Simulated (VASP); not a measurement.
# InP (F-43m) in VASP: notebook

Runs on InP. Level: PBE. Tasks: single point.

Everything below comes from runs of VASP 6.6.1. Logs are shortened: lines on timing, memory, paths and dates and some standing lists are left out, and cuts for length are marked.

## (1) Starting point

The structure is cubic, space group F-43m (No. 216). The conventional cell has a = 5.861 Å, b = 5.861 Å, c = 5.861 Å, α = 90.00°, β = 90.00°, γ = 90.00°. In (site symmetry -43m) has 4 P at 2.54 Å as nearest neighbours. P (site symmetry -43m) has 4 In at 2.54 Å as nearest neighbours.

## (2) Single point, PBE

INCAR reads:

```
PREC = Accurate ; ENCUT = 800
EDIFF = 1E-7 ; ISMEAR = 0
SIGMA = 0.05 ; LREAL = False
LASPH = False ; NELM = 100
ALGO = Normal ; ISIF = 2
LWAVE = False ; LCHARG = False
GGA = PE ; NBANDS = 16
ADDGRID = False
```

KPOINTS reads:

```
regular mesh
0
Gamma
  6 6 6
```

POSCAR reads:

```
InP
1.0
    0.0000000000      2.9305000000      2.9305000000
    2.9305000000      0.0000000000      2.9305000000
    2.9305000000      2.9305000000      0.0000000000
In P
1 1
Direct
    0.0000000000      0.0000000000      0.0000000000
    0.7500000000      0.7500000000      0.7500000000
```

Potentials or basis: VASP PAW PBE potentials, release 64 (In_d, P_h).

Launch:

```console
> cat potpaw_PBE.64/In_d/POTCAR potpaw_PBE.64/P_h/POTCAR > POTCAR
> mpirun -np 1 vasp_std > vasp.out
```

OUTCAR:

```text
PREC = Accurate
   ENCUT = 800
   EDIFF = 1E-7
   ISMEAR = 0
   LREAL = False
   LASPH = False
   NELM = 100
   ISIF = 2
   GGA = PE

 Found     16 irreducible k-points:

 Following reciprocal coordinates:
            Coordinates               Weight
  0.000000  0.000000  0.000000      1.000000
  0.166667  0.000000  0.000000      8.000000
  0.333333  0.000000  0.000000      8.000000
  0.500000  0.000000  0.000000      4.000000
  0.166667  0.166667  0.000000      6.000000
  0.333333  0.166667  0.000000     24.000000
   k-points           NKPTS =     16   k-points in BZ     NKDIM =     16   number of bands    NBANDS=     16
   number of dos      NEDOS =    301   number of ions     NIONS =      2
   total plane-waves  NPLWV =  64000
   dimension x,y,z NGX =    40 NGY =   40 NGZ =   40
   dimension x,y,z NGXF=    80 NGYF=   80 NGZF=   80
   ions per type =               1   1
   NGX,Y,Z   is equivalent  to a cutoff of  16.05, 16.05, 16.05 a.u.
   NGXF,Y,Z  is equivalent  to a cutoff of  32.09, 32.09, 32.09 a.u.
 SYSTEM =  unknown system
   PREC   = accura    normal or accurate (medium, high low for compatibility)
   ISTART =      0    job   : 0-new  1-cont  2-samecut
   ICHARG =      2    charge: 1-file 2-atom 10-const
   ISPIN  =      1    spin polarized calculation?
   LNONCOLLINEAR =      F non collinear calculations
   LSORBIT =      F    spin-orbit coupling
   LASPH  =      F    aspherical Exc in radial PAW
   ENCUT  =  800.0 eV  58.80 Ry    7.67 a.u.   9.56  9.56  9.56*2*pi/ulx,y,z
   NELM   =    100;   NELMIN=  2; NELMDL= -5     # of ELM steps
   EDIFF  = 0.1E-06   stopping-criterion for ELM
   LREAL  =      F    real-space projection
   EDIFFG = 0.1E-05   stopping-criterion for IOM
   NSW    =      0    number of steps for IOM
   IBRION =     -1    ionic relax: 0-MD 1-quasi-New 2-CG
   NFREE  =      0    steps in history (QN), initial steepest desc. (CG)
   ISIF   =      2    stress and relaxation
   ISYM   =      2    0-nonsym 1-usesym 2-fastsym
   POTIM  = 0.5000    time-step for ionic-motion
   TEBEG  =    0.0;   TEEND  =   0.0 temperature during run
   PSTRESS=    0.0 pullay stress
   NELECT =      18.0000    total number of electrons
   NUPDOWN=      -1.0000    fix difference up-down
   EMIN   =  10.00;   EMAX   =-10.00  energy-range for DOS
   EFERMI =   0.00;   METHOD = LEGACY
   ISMEAR =     0;   SIGMA  =   0.05  broadening in eV -4-tet -1-fermi 0-gaus
   EFERMI_NEDOS =   21; number of points for ismear=-14 and -15
   IALGO  =     38    algorithm
   IMIX   =      4    mixing-type and parameters
     AMIX     =   0.40;   BMIX     =  1.00
     AMIX_MAG =   1.60;   BMIX_MAG =  1.00
  volume/ion in A,a.u.               =      25.17       169.83
  Fermi-wavevector in a.u.,A,eV,Ry     =   1.162021  2.195901 18.371846  1.350293
  Thomas-Fermi vector in A             =   2.298587
   LORBIT       =      0    0 simple, 1 ext, 2 COOP (PROOUT), +10 PAW based schemes
   GGA     = PE    functional components
   LHFCALC =     F    Hartree Fock is set to
   AEXX    =    0.0000 exact exchange contribution
   IVDW    =     0    specifies the selected vdW correction
   LEPSILON=     F    determine dielectric tensor
   LRPA    =     F    only Hartree local field effects (RPA)
 non-spin polarized calculation
 Gauss-broadening in eV      SIGMA  =   0.05
  energy-cutoff  :      800.00
  volume of cell :       50.33
 maximum number of plane-waves:      2637
 NGX is ok and might be reduce to    40
   NGX = 19   NGY = 19   NGZ = 19

 number of electron      18.0000001 magnetization

 Free energy of the ion-electron system (eV)
  ---------------------------------------------------
  ext. energy  EPLUGINS =         0.00000000
  ---------------------------------------------------
  free energy    TOTEN  =        -8.37103596 eV

  energy without entropy =       -8.37103596  energy(sigma->0) =       -8.37103596

 E-fermi :   5.6212     XC(G=0):  -9.3185

 val. band max:        5.4034399095   @ k =   0.0000   0.0000   0.0000
 cond. band min:       6.1126044732   @ k =   0.0000   0.0000   0.0000
 fundamental gap:      0.7091645636
 Fermi energy:         5.6212306976

 k-point     1 :       0.0000    0.0000    0.0000
  band No.  band energies     occupation
      1      -8.7899      2.00000
      2      -8.7899      2.00000
      3      -8.7899      2.00000
      4      -8.6390      2.00000
      5      -8.6390      2.00000
      6      -6.1154      2.00000
[... 8 lines left out ...]
     15      14.8281      0.00000
     16      14.8281      0.00000

 k-point     2 :       0.1667    0.0000    0.0000
  band No.  band energies     occupation
      1      -8.8219      2.00000
      2      -8.7774      2.00000
      3      -8.7774      2.00000
      4      -8.6385      2.00000
      5      -8.6385      2.00000
      6      -5.8020      2.00000
[... 8 lines left out ...]
     15      14.0071      0.00000
     16      14.8890      0.00000

 k-point     3 :       0.3333    0.0000    0.0000
  band No.  band energies     occupation
      1      -8.8810      2.00000
      2      -8.7577      2.00000
      3      -8.7577      2.00000
      4      -8.6319      2.00000
      5      -8.6319      2.00000
      6      -4.9931      2.00000
[... 8 lines left out ...]
     15      14.4864      0.00000
     16      14.4864      0.00000

 k-point     4 :       0.5000    0.0000    0.0000
  band No.  band energies     occupation
      1      -8.9088      2.00000
      2      -8.7511      2.00000
      3      -8.7511      2.00000
      4      -8.6252      2.00000
      5      -8.6252      2.00000
      6      -4.3899      2.00000
[... 8 lines left out ...]
     15      16.0181      0.00000
     16      16.0181      0.00000

 k-point     5 :       0.1667    0.1667    0.0000
  band No.  band energies     occupation
      1      -8.8443      2.00000
      2      -8.7646      2.00000
      3      -8.7646      2.00000
      4      -8.6498      2.00000
      5      -8.6302      2.00000
      6      -5.6991      2.00000
[... 8 lines left out ...]
     15      15.0736      0.00000
     16      15.9189      0.00000

 k-point     6 :       0.3333    0.1667    0.0000
  band No.  band energies     occupation
      1      -8.8906      2.00000
      2      -8.7469      2.00000
      3      -8.7417      2.00000
      4      -8.6544      2.00000
      5      -8.6225      2.00000
      6      -5.0475      2.00000
[... 8 lines left out ...]
     15      15.3428      0.00000
     16      16.1669      0.00000

 [... further k-points ...]

------------------------ aborting loop because EDIFF is reached ----------------------------------------

  FORCE on cell =-STRESS in cart. coord.  units (eV):
  Direction    XX          YY          ZZ          XY          YZ          ZX
  --------------------------------------------------------------------------------------
  -------------------------------------------------------------------------------------
  Total        1.0462028      1.0462028      1.0462028      0.0000000     -0.0000000      0.0000000
  in kB       33.3020737     33.3020737     33.3020737      0.0000000     -0.0000000      0.0000000
  external PRESSURE =      33.3020737 kB  Pullay stress =       0.0000000 kB

 VOLUME and BASIS-vectors are now :
 -----------------------------------------------------------------------------
  energy-cutoff  :      800.00
  volume of cell :       50.33
      direct lattice vectors                 reciprocal lattice vectors
     0.000000000  2.930500000  2.930500000    -0.170619348  0.170619348  0.170619348
     2.930500000  0.000000000  2.930500000     0.170619348 -0.170619348  0.170619348
     2.930500000  2.930500000  0.000000000     0.170619348  0.170619348 -0.170619348

 POSITION                                       TOTAL-FORCE (eV/Angst)
 -----------------------------------------------------------------------------------
      0.00000      0.00000      0.00000         0.000000      0.000000      0.000000
      4.39575      4.39575      4.39575        -0.000000     -0.000000     -0.000000
 -----------------------------------------------------------------------------------
    total drift:                                0.000000      0.000000     -0.000000

  FREE ENERGIE OF THE ION-ELECTRON SYSTEM (eV)
  ---------------------------------------------------
  free  energy   TOTEN  =        -8.3710359646 eV

  energy  without entropy=       -8.3710359646  energy(sigma->0) =       -8.37103596
```

Run time: 16 s. Hardware: 1 thread of Intel Xeon Platinum 8488C (Sapphire Rapids), shared host; peak memory 0.24 GiB.

The run converged, but some of its settings lie outside the range that counts as converged, so its numbers aren't taken as properties of the crystal.

What came out:

| Item | Value |
| --- | --- |
| Free energy | -8.3710 eV |
| Pressure | 3.3 GPa |
| Band gap on the k mesh | 0.71 eV, direct |

Caveat: spin-orbit coupling is left out, which moves the levels of the heavy elements.

## (3) Single point, PBE

INCAR reads:

```
PREC = Normal ; ENCUT = 800
EDIFF = 1E-4 ; ISMEAR = 0
SIGMA = 0.05 ; LREAL = Auto
LASPH = True ; NELM = 100
ALGO = Normal ; ISIF = 2
LWAVE = False ; LCHARG = False
GGA = PE ; NBANDS = 16
ADDGRID = False
```

KPOINTS is that of step 2.

POSCAR is that of step 2.

Potentials or basis: VASP PAW PBE potentials, release 64 (In_d, P_h).

Launch:

```console
> cat potpaw_PBE.64/In_d/POTCAR potpaw_PBE.64/P_h/POTCAR > POTCAR
> mpirun -np 1 vasp_std > vasp.out
```

OUTCAR:

```text
PREC = Normal
   ENCUT = 800
   EDIFF = 1E-4
   ISMEAR = 0
   LREAL = Auto
   LASPH = True
   NELM = 100
   ISIF = 2
   GGA = PE

 Found     16 irreducible k-points:

 Following reciprocal coordinates:
            Coordinates               Weight
  0.000000  0.000000  0.000000      1.000000
  0.166667  0.000000  0.000000      8.000000
  0.333333  0.000000  0.000000      8.000000
  0.500000  0.000000  0.000000      4.000000
  0.166667  0.166667  0.000000      6.000000
  0.333333  0.166667  0.000000     24.000000
   k-points           NKPTS =     16   k-points in BZ     NKDIM =     16   number of bands    NBANDS=     16
[... 191 lines left out ...]
  FORCE on cell =-STRESS in cart. coord.  units (eV):
  Direction    XX          YY          ZZ          XY          YZ          ZX
  --------------------------------------------------------------------------------------
  -------------------------------------------------------------------------------------
  Total        1.0945200      1.0945200      1.0945200      0.0000000      0.0000000      0.0000000
  in kB       34.8400766     34.8400766     34.8400766      0.0000000      0.0000000      0.0000000
  external PRESSURE =      34.8400766 kB  Pullay stress =       0.0000000 kB

 VOLUME and BASIS-vectors are now :
 -----------------------------------------------------------------------------
  energy-cutoff  :      800.00
  volume of cell :       50.33
      direct lattice vectors                 reciprocal lattice vectors
     0.000000000  2.930500000  2.930500000    -0.170619348  0.170619348  0.170619348
     2.930500000  0.000000000  2.930500000     0.170619348 -0.170619348  0.170619348
     2.930500000  2.930500000  0.000000000     0.170619348  0.170619348 -0.170619348

 POSITION                                       TOTAL-FORCE (eV/Angst)
 -----------------------------------------------------------------------------------
      0.00000      0.00000      0.00000        -0.000000     -0.000000      0.000000
      4.39575      4.39575      4.39575         0.000000      0.000000     -0.000000
 -----------------------------------------------------------------------------------
    total drift:                                0.000000      0.000000      0.000000

  FREE ENERGIE OF THE ION-ELECTRON SYSTEM (eV)
  ---------------------------------------------------
  free  energy   TOTEN  =        -8.3771325522 eV

  energy  without entropy=       -8.3771325522  energy(sigma->0) =       -8.37713255
```

OSZICAR:

```text
N       E                     dE             d eps       ncg     rms          rms(c)
DAV:   1     0.127296446034E+03    0.12730E+03   -0.10751E+04   512   0.165E+03
DAV:   2    -0.103152983497E+01   -0.12833E+03   -0.12182E+03   568   0.357E+02
DAV:   3    -0.856930816167E+01   -0.75378E+01   -0.75020E+01   640   0.797E+01
DAV:   4    -0.878733107250E+01   -0.21802E+00   -0.21793E+00   648   0.139E+01
DAV:   5    -0.879976855543E+01   -0.12437E-01   -0.12437E-01   808   0.302E+00    0.506E+00
DAV:   6    -0.840386384183E+01    0.39590E+00   -0.61052E-01   768   0.130E+01    0.274E+00
DAV:   7    -0.837593048220E+01    0.27933E-01   -0.18621E-01   744   0.332E+00    0.861E-01
DAV:   8    -0.837627540069E+01   -0.34492E-03   -0.17636E-02   632   0.161E+00    0.245E-01
DAV:   9    -0.837686691337E+01   -0.59151E-03   -0.16658E-03   720   0.606E-01    0.143E-01
DAV:  10    -0.837709446135E+01   -0.22755E-03   -0.34202E-04   584   0.131E-01    0.632E-02
DAV:  11    -0.837713255223E+01   -0.38091E-04   -0.80269E-05   496   0.837E-02
   1 F= -.83771326E+01 E0= -.83771326E+01  d E =-.141010E-11
```

Wall time 10 s (1 thread of Intel Xeon Platinum 8488C (Sapphire Rapids), shared host); peak memory 0.16 GiB.

These settings aren't checked as converged: the numbers below hold their error.

What came out:

```yaml
Free_energy: -8.3771 eV
Pressure: 3.5 GPa
Band_gap_on_the_k_mesh: 0.71 eV, direct
```

Caveat: spin-orbit coupling is left out, which moves the levels of the heavy elements.

## (4) Single point, PBE

INCAR reads:

```
PREC = Accurate ; ENCUT = 600
EDIFF = 1E-7 ; ISMEAR = 0
SIGMA = 0.05 ; LREAL = False
LASPH = True ; NELM = 100
ALGO = Normal ; ISIF = 2
LWAVE = False ; LCHARG = False
GGA = PE ; NBANDS = 16
ADDGRID = False
```

KPOINTS reads:

```
regular mesh
0
Gamma
  7 7 7
```

POSCAR is that of step 3.

Launch:

```console
> cat potpaw_PBE.64/In_d/POTCAR potpaw_PBE.64/P_h/POTCAR > POTCAR
> mpirun -np 1 vasp_std > vasp.out
```

It took 13 s on 1 thread of Intel Xeon Platinum 8488C (Sapphire Rapids), shared host; peak memory 0.2 GiB.

These settings aren't checked as converged: the numbers below hold their error.

Results:

```
Free energy            : -8.3795 eV
Pressure               : 3.3 GPa
Band gap on the k mesh : 0.71 eV, direct
```

Caveat: spin-orbit coupling is left out, which moves the levels of the heavy elements.

## (5) Single point, PBE

Changes to INCAR since step 4:

```diff
@@ -1,2 +1,2 @@
-PREC = Accurate ; ENCUT = 600
+PREC = Accurate ; ENCUT = 900
 EDIFF = 1E-7 ; ISMEAR = 0
```

KPOINTS reads:

```
regular mesh
0
Gamma
  6 6 6
```

POSCAR is that of step 4.

Launch:

```console
> cat potpaw_PBE.64/In_d/POTCAR potpaw_PBE.64/P_h/POTCAR > POTCAR
> mpirun -np 1 vasp_std > vasp.out
```

It took 24 s on 1 thread of Intel Xeon Platinum 8488C (Sapphire Rapids), shared host; peak memory 0.26 GiB.

These settings aren't checked as converged: the numbers below hold their error.

Results:

```yaml
Free_energy: -8.3717 eV
Pressure: 3.3 GPa
Band_gap_on_the_k_mesh: 0.71 eV, direct
```

Caveat: spin-orbit coupling is left out, which moves the levels of the heavy elements.

## (6) The reference run

An earlier run on the cell as given: functional PBEsol; potentials or basis VASP PAW PBE potentials, release 64 (In_d, P); cutoff 520 eV; k mesh 8 × 8 × 8; occupations fermi-dirac, width 0.05 eV; no spin polarisation.

- Pressure: 0.6 GPa
- Band gap on the k mesh: 0.61 eV, direct
